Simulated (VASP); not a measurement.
# BN (F-43m) in VASP: further runs

One crystal, BN, is run at these levels: PBE; tasks: relaxation of cell and atoms, single point.

Program: VASP 6.6.1. These are calculated values, not measurements. Logs are shortened: lines on timing, memory, paths and dates and some standing lists are left out, and cuts for length are marked.

## (1) The crystal as given

Symmetry: F-43m, No. 216, cubic system. Conventional cell: a = 3.615 Å, b = 3.615 Å, c = 3.615 Å, α = 90.00°, β = 90.00°, γ = 90.00°. B (site symmetry -43m) is surrounded by 4 N at 1.57 Å. N (site symmetry -43m) is surrounded by 4 B at 1.57 Å.

## (2) Relaxation of cell and atoms, PBE

File INCAR:

```
SYSTEM = BN
  ALGO = Fast
  EDIFF = 1E-7
  EDIFFG = -0.002
  ENCUT = 520
  GGA = PE
  IBRION = 2
  ISIF = 3
  ISMEAR = 0
  LASPH = .True.
  LCHARG = .False.
  LREAL = .False.
  LWAVE = .False.
  NELM = 80
  NSW = 80
  PREC = Accurate
  SIGMA = 0.02
```

File KPOINTS:

```
k-points
0
Gamma
  4 4 4
  0 0 0
```

File POSCAR:

```
BN
1.0
    0.0000000000      1.8075000000      1.8075000000
    1.8075000000      0.0000000000      1.8075000000
    1.8075000000      1.8075000000      0.0000000000
B N
1 1
Direct
    0.0000000000      0.0000000000      0.0000000000
    0.2500000000      0.2500000000      0.2500000000
```

Potentials or basis: VASP PAW PBE potentials, release 64 (B, N).

Command:

```bash
> cat potpaw_PBE.64/B/POTCAR potpaw_PBE.64/N/POTCAR > POTCAR
> mpirun -np 1 vasp_std > vasp.out
```

OUTCAR:

```text
SYSTEM = BN
   EDIFF = 1E-7
   EDIFFG = -0.002
   ENCUT = 520
   GGA = PE
   IBRION = 2
   ISIF = 3
   ISMEAR = 0
   LASPH = .True.
   LREAL = .False.
   NELM = 80
   NSW = 80
   PREC = Accurate

 ion  position               nearest neighbor table
   1  0.000  0.000  0.000-   2 1.57   2 1.57   2 1.57   2 1.57
   2  0.250  0.250  0.250-   1 1.57   1 1.57   1 1.57   1 1.57

  LATTYP: Found a face centered cubic cell.
 ALAT       =     3.6150000000

  Lattice vectors:

 A1 = (   0.0000000000,   1.8075000000,   1.8075000000)
 A2 = (   1.8075000000,   0.0000000000,   1.8075000000)
 A3 = (   1.8075000000,   1.8075000000,   0.0000000000)

Analysis of symmetry for initial positions (statically):
=====================================================================
 Subroutine PRICEL returns:
 Original cell was already a primitive cell.

 Routine SETGRP: Setting up the symmetry group for a
 face centered cubic supercell.

 Subroutine GETGRP returns: Found 24 space group operations
 (whereof 24 operations were pure point group operations)
 out of a pool of 48 trial point group operations.

The static configuration has the point symmetry T_d .

Analysis of symmetry for dynamics (positions and initial velocities):
=====================================================================
 Subroutine PRICEL returns:
 Original cell was already a primitive cell.

 Routine SETGRP: Setting up the symmetry group for a
 face centered cubic supercell.

 Subroutine GETGRP returns: Found 24 space group operations
 (whereof 24 operations were pure point group operations)
 out of a pool of 48 trial point group operations.

The dynamic configuration has the point symmetry T_d .

 Subroutine INISYM returns: Found 24 space group operations
 (whereof 24 operations are pure point group operations),
 and found     1 'primitive' translations

----------------------------------------------------------------------------------------

                                     Primitive cell

  volume of cell :      11.8104

  direct lattice vectors                    reciprocal lattice vectors
     0.000000000  1.807500000  1.807500000    -0.276625173  0.276625173  0.276625173
     1.807500000  0.000000000  1.807500000     0.276625173 -0.276625173  0.276625173
     1.807500000  1.807500000  0.000000000     0.276625173  0.276625173 -0.276625173

  length of vectors
     2.556191014  2.556191014  2.556191014     0.479128854  0.479128854  0.479128854

  position of ions in fractional coordinates (direct lattice)
     0.000000000  0.000000000  0.000000000
     0.250000000  0.250000000  0.250000000

  ion indices of the primitive-cell ions
   primitive index   ion index
                 1           1
                 2           2

----------------------------------------------------------------------------------------

 KPOINTS: k-points

Automatic generation of k-mesh.
 Grid dimensions read from file:
 generate k-points for:    4    4    4

 Generating k-lattice:

  Cartesian coordinates                     Fractional coordinates (reciprocal lattice)
    -0.069156293  0.069156293  0.069156293     0.250000000  0.000000000  0.000000000
     0.069156293 -0.069156293  0.069156293     0.000000000  0.250000000  0.000000000
     0.069156293  0.069156293 -0.069156293     0.000000000  0.000000000  0.250000000

  Length of vectors
     0.119782214  0.119782214  0.119782214

  Shift w.r.t. Gamma in fractional coordinates (k-lattice)
     0.000000000  0.000000000  0.000000000

 Subroutine IBZKPT returns following result:
 ===========================================

 Found      8 irreducible k-points:

 Following reciprocal coordinates:
            Coordinates               Weight
  0.000000  0.000000  0.000000      1.000000
  0.250000  0.000000  0.000000      8.000000
  0.500000  0.000000  0.000000      4.000000
  0.250000  0.250000  0.000000      6.000000
  0.500000  0.250000  0.000000     24.000000
 -0.250000  0.250000  0.000000     12.000000
  0.500000  0.500000  0.000000      3.000000
 -0.250000  0.500000  0.250000      6.000000
   k-points           NKPTS =      8   k-points in BZ     NKDIM =      8   number of bands    NBANDS=      8
   number of dos      NEDOS =    301   number of ions     NIONS =      2
   total plane-waves  NPLWV =   8000
   dimension x,y,z NGX =    20 NGY =   20 NGZ =   20
   dimension x,y,z NGXF=    40 NGYF=   40 NGZF=   40
   ions per type =               1   1
   NGX,Y,Z   is equivalent  to a cutoff of  13.01, 13.01, 13.01 a.u.
   NGXF,Y,Z  is equivalent  to a cutoff of  26.01, 26.01, 26.01 a.u.
 SYSTEM =  BN
   PREC   = accura    normal or accurate (medium, high low for compatibility)
   ISTART =      0    job   : 0-new  1-cont  2-samecut
   ICHARG =      2    charge: 1-file 2-atom 10-const
   ISPIN  =      1    spin polarized calculation?
   LNONCOLLINEAR =      F non collinear calculations
   LSORBIT =      F    spin-orbit coupling
   LASPH  =      T    aspherical Exc in radial PAW
   ENCUT  =  520.0 eV  38.22 Ry    6.18 a.u.   4.75  4.75  4.75*2*pi/ulx,y,z
   NELM   =     80;   NELMIN=  2; NELMDL= -5     # of ELM steps
   EDIFF  = 0.1E-06   stopping-criterion for ELM
   LREAL  =      F    real-space projection
   EDIFFG = -.2E-02   stopping-criterion for IOM
   NSW    =     80    number of steps for IOM
   IBRION =      2    ionic relax: 0-MD 1-quasi-New 2-CG
   NFREE  =      1    steps in history (QN), initial steepest desc. (CG)
   ISIF   =      3    stress and relaxation
   ISYM   =      2    0-nonsym 1-usesym 2-fastsym
   POTIM  = 0.5000    time-step for ionic-motion
   TEBEG  =    0.0;   TEEND  =   0.0 temperature during run
   PSTRESS=    0.0 pullay stress
   NELECT =       8.0000    total number of electrons
   NUPDOWN=      -1.0000    fix difference up-down
   EMIN   =  10.00;   EMAX   =-10.00  energy-range for DOS
   EFERMI =   0.00;   METHOD = LEGACY
   ISMEAR =     0;   SIGMA  =   0.02  broadening in eV -4-tet -1-fermi 0-gaus
   EFERMI_NEDOS =   21; number of points for ismear=-14 and -15
   IALGO  =     68    algorithm
   IMIX   =      4    mixing-type and parameters
     AMIX     =   0.40;   BMIX     =  1.00
     AMIX_MAG =   1.60;   BMIX_MAG =  1.00
  volume/ion in A,a.u.               =       5.91        39.85
  Fermi-wavevector in a.u.,A,eV,Ry     =   1.437749  2.716952 28.124920  2.067123
  Thomas-Fermi vector in A             =   2.556793
   LORBIT       =      0    0 simple, 1 ext, 2 COOP (PROOUT), +10 PAW based schemes
   GGA     = PE    functional components
   LHFCALC =     F    Hartree Fock is set to
   AEXX    =    0.0000 exact exchange contribution
   IVDW    =     0    specifies the selected vdW correction
   LEPSILON=     F    determine dielectric tensor
   LRPA    =     F    only Hartree local field effects (RPA)
 conjugate gradient relaxation of ions
 non-spin polarized calculation
 RMM-DIIS sequential band-by-band and
 Gauss-broadening in eV      SIGMA  =   0.02
  energy-cutoff  :      520.00
  volume of cell :       11.81
 maximum number of plane-waves:       332
 NGX is ok and might be reduce to    20
   NGX =  9   NGY =  9   NGZ =  9

--------------------------------------- Ionic step        1  -------------------------------------------

 number of electron       7.9999999 magnetization

 Free energy of the ion-electron system (eV)
  ---------------------------------------------------
  ext. energy  EPLUGINS =         0.00000000
  ---------------------------------------------------
  free energy    TOTEN  =       -17.37521931 eV

  energy without entropy =      -17.37521931  energy(sigma->0) =      -17.37521931

------------------------ aborting loop because EDIFF is reached ----------------------------------------

  FORCE on cell =-STRESS in cart. coord.  units (eV):
  Direction    XX          YY          ZZ          XY          YZ          ZX
  --------------------------------------------------------------------------------------
  -------------------------------------------------------------------------------------
  Total        0.2935866      0.2935866      0.2935866      0.0000000      0.0000000     -0.0000000
  in kB       39.8273986     39.8273986     39.8273986      0.0000000      0.0000000     -0.0000000
  external PRESSURE =      39.8273986 kB  Pullay stress =       0.0000000 kB

 VOLUME and BASIS-vectors are now :
 -----------------------------------------------------------------------------
  energy-cutoff  :      520.00
  volume of cell :       11.81
      direct lattice vectors                 reciprocal lattice vectors
     0.000000000  1.807500000  1.807500000    -0.276625173  0.276625173  0.276625173
     1.807500000  0.000000000  1.807500000     0.276625173 -0.276625173  0.276625173
     1.807500000  1.807500000  0.000000000     0.276625173  0.276625173 -0.276625173
[... 37 lines left out ...]
 POSITION                                       TOTAL-FORCE (eV/Angst)
 -----------------------------------------------------------------------------------
      1.82030      3.64060      1.82030         0.000000      0.000000      0.000000
      0.91015      0.91015      0.91015        -0.000000     -0.000000     -0.000000
 -----------------------------------------------------------------------------------
    total drift:                                0.000000      0.000000      0.000000

  FREE ENERGIE OF THE ION-ELECTRON SYSTEM (eV)
  ---------------------------------------------------
  free  energy   TOTEN  =       -17.3751495483 eV

  energy  without entropy=      -17.3751495483  energy(sigma->0) =      -17.37514955

--------------------------------------- Ionic step        3  -------------------------------------------

 number of electron       7.9999999 magnetization

 Free energy of the ion-electron system (eV)
  ---------------------------------------------------
  ext. energy  EPLUGINS =         0.00000000
  ---------------------------------------------------
  free energy    TOTEN  =       -17.37674250 eV

  energy without entropy =      -17.37674250  energy(sigma->0) =      -17.37674250

 E-fermi :   7.4051     XC(G=0): -12.7609

 val. band max:        7.3102228357   @ k =   0.0000   0.0000   0.0000
 cond. band min:      11.7342421826   @ k =   0.5000   0.5000   0.0000
 fundamental gap:      4.4240193469
 Fermi energy:         7.4050727815

 k-point     1 :       0.0000    0.0000    0.0000
  band No.  band energies     occupation
      1     -12.8166      2.00000
      2       7.3102      2.00000
      3       7.3102      2.00000
      4       7.3102      2.00000
      5      16.0526      0.00000
      6      16.0526      0.00000
      7      16.0526      0.00000
      8      17.4828      0.00000

 k-point     2 :       0.2500    0.0000    0.0000
  band No.  band energies     occupation
      1     -11.3495      2.00000
      2       1.8624      2.00000
      3       6.1906      2.00000
      4       6.1906      2.00000
      5      16.8285      0.00000
      6      17.5615      0.00000
      7      17.5615      0.00000
      8      20.7376      0.00000
[... 86 lines left out ...]
 POSITION                                       TOTAL-FORCE (eV/Angst)
 -----------------------------------------------------------------------------------
      0.00000      0.00000      0.00000        -0.000000     -0.000000     -0.000000
      0.90690      0.90690      0.90690         0.000000      0.000000      0.000000
 -----------------------------------------------------------------------------------
    total drift:                                0.000000      0.000000      0.000000

  FREE ENERGIE OF THE ION-ELECTRON SYSTEM (eV)
  ---------------------------------------------------
  free  energy   TOTEN  =       -17.3767425008 eV

  energy  without entropy=      -17.3767425008  energy(sigma->0) =      -17.37674250

 reached required accuracy - stopping structural energy minimisation
```

Wall time 2.6 s (1 thread of Intel Xeon 6975P-C (Granite Rapids), shared host); peak memory 0.12 GiB.

Results:

```yaml
Free_energy: -17.3767 eV
Relaxed_volume: 5.97 Å³/atom
Relaxed_cell: a = 2.565 Å, b = 2.565 Å, c = 2.565 Å, α = 60.00°, β = 60.00°, γ = 60.00°
Space_group_after_relaxing_to_0.05_Å: F-43m (No. 216)
Energy_gained_by_relaxing: 0.8 meV/atom
Ionic_steps: 3
Pressure_after_relaxing: 0.0 GPa
Band_gap_on_the_k_mesh: 4.42 eV, indirect (least direct gap 8.74 eV)
```

The path:
```
step  energy change (eV)  largest force (eV/Å)  pressure (GPa)  volume (Å³)
   1              0.0000                0.0000            3.98        11.81
   2              0.0001                0.0000           -3.91        12.06
   3             -0.0015                0.0000            0.00        11.93
```

Final structure:
```
B N
1.0
     0.00000    1.81380    1.81380
     1.81380    0.00000    1.81380
     1.81380    1.81380    0.00000
B N
1 1
Direct
  0.00000 0.00000 0.00000
  0.25000 0.25000 0.25000
```

Levels at points of the mesh, in eV from the valence-band top:
```csv
k point,band 2,band 3,band 4,band 5,band 6,band 7
"(0.00, 0.00, 0.00)",0.00,0.00,0.00,8.74,8.74,8.74
"(0.50, 0.00, 0.00)",-10.61,-1.93,-1.93,9.99,10.62,10.62
"(0.50, 0.50, 0.00)",-8.86,-4.86,-4.86,4.42,9.15,17.75
```

Caveat: the k mesh is coarse (spacing up to 0.75 Å⁻¹), so the values aren't converged. Zero-point motion and thermal expansion aren't in these numbers.

## (3) Relaxation of cell and atoms, PBE

This run uses another cell than the first one, of 5.97 Å³/atom, 1.010 times its volume.

INCAR is that of step 2.

KPOINTS is that of step 2.

File POSCAR:

```
BN                                      
1.0
    0.0000000000      1.8137986776      1.8137986776
    1.8137986776      0.0000000000      1.8137986776
    1.8137986776      1.8137986776     -0.0000000000
  B               N             
     1     1
Direct
     0.0000000000000000    0.0000000000000000    0.0000000000000000
     0.2500000000000000    0.2500000000000000    0.2500000000000000
```

Potentials or basis: VASP PAW PBE potentials, release 64 (B, N).

Command:

```bash
> cat potpaw_PBE.64/B/POTCAR potpaw_PBE.64/N/POTCAR > POTCAR
> mpirun -np 1 vasp_std > vasp.out
```

Wall time 1.3 s (1 thread of Intel Xeon 6975P-C (Granite Rapids), shared host); peak memory 0.12 GiB.

Results (log left out):

```yaml
Free_energy: -17.3769 eV
Pressure_after_relaxing: 0.0 GPa
Band_gap_on_the_k_mesh: 4.42 eV, indirect (least direct gap 8.74 eV)
```

Final structure:
```
CELL_PARAMETERS angstrom
0.00000 1.81380 1.81380
1.81380 0.00000 1.81380
1.81380 1.81380 0.00000
ATOMIC_POSITIONS crystal
B 0.00000 0.00000 0.00000
N 0.25000 0.25000 0.25000
```

Levels at points of the mesh, in eV from the valence-band top:
| k point | band 1 | band 2 | band 3 | band 4 | band 5 | band 6 | band 7 | band 8 |
| --- | --- | --- | --- | --- | --- | --- | --- | --- |
| (0.00, 0.00, 0.00) | -20.13 | 0.00 | 0.00 | 0.00 | 8.74 | 8.74 | 8.74 | 10.17 |
| (0.50, 0.00, 0.00) | -15.95 | -10.61 | -1.93 | -1.93 | 9.99 | 10.62 | 10.62 | 15.14 |
| (0.50, 0.50, 0.00) | -14.60 | -8.86 | -4.86 | -4.86 | 4.42 | 9.15 | 17.75 | 17.75 |

Caveat: the k mesh is coarse (spacing up to 0.75 Å⁻¹), so the values aren't converged; the relaxation stopped at its first step, so nothing moved.

## (4) Single point, PBE

This run uses another cell than the first one, of 5.97 Å³/atom, 1.010 times its volume.

File INCAR:

```
PREC = Accurate
ENCUT = 520
EDIFF = 1E-7
ISMEAR = 0
SIGMA = 0.02
LREAL = False
LASPH = True
NELM = 80
ALGO = Fast
ISIF = 2
LWAVE = False
LCHARG = False
GGA = PE
```

File KPOINTS:

```
Automatic mesh
0
Gamma
  4 4 4
```

POSCAR, as its differences from that of step 3:

```diff
@@ -4,3 +4,3 @@
     1.8137986776      0.0000000000      1.8137986776
-    1.8137986776      1.8137986776     -0.0000000000
+    1.8137986776      1.8137986776      0.0000000000
   B               N
```

Command:

```bash
> cat potpaw_PBE.64/B/POTCAR potpaw_PBE.64/N/POTCAR > POTCAR
> mpirun -np 1 vasp_std > vasp.out
```

Wall time 1.3 s (1 thread of Intel Xeon 6975P-C (Granite Rapids), shared host); peak memory 0.11 GiB.

The run converged. Its results:

* Free energy: -17.3769 eV
* Pressure: 0.0 GPa
* Band gap on the k mesh: 4.42 eV, indirect (least direct gap 8.74 eV)

Levels at points of the mesh, in eV from the valence-band top:
```
           k point  band 2  band 3  band 4  band 5  band 6  band 7
(0.00, 0.00, 0.00)    0.00    0.00    0.00    8.74    8.74    8.74
(0.50, 0.00, 0.00)  -10.61   -1.93   -1.93    9.99   10.62   10.62
(0.50, 0.50, 0.00)   -8.86   -4.86   -4.86    4.42    9.15   17.75
```

Caveat: the k mesh is coarse (spacing up to 0.75 Å⁻¹), so the values aren't converged. A k mesh can miss the band edges.
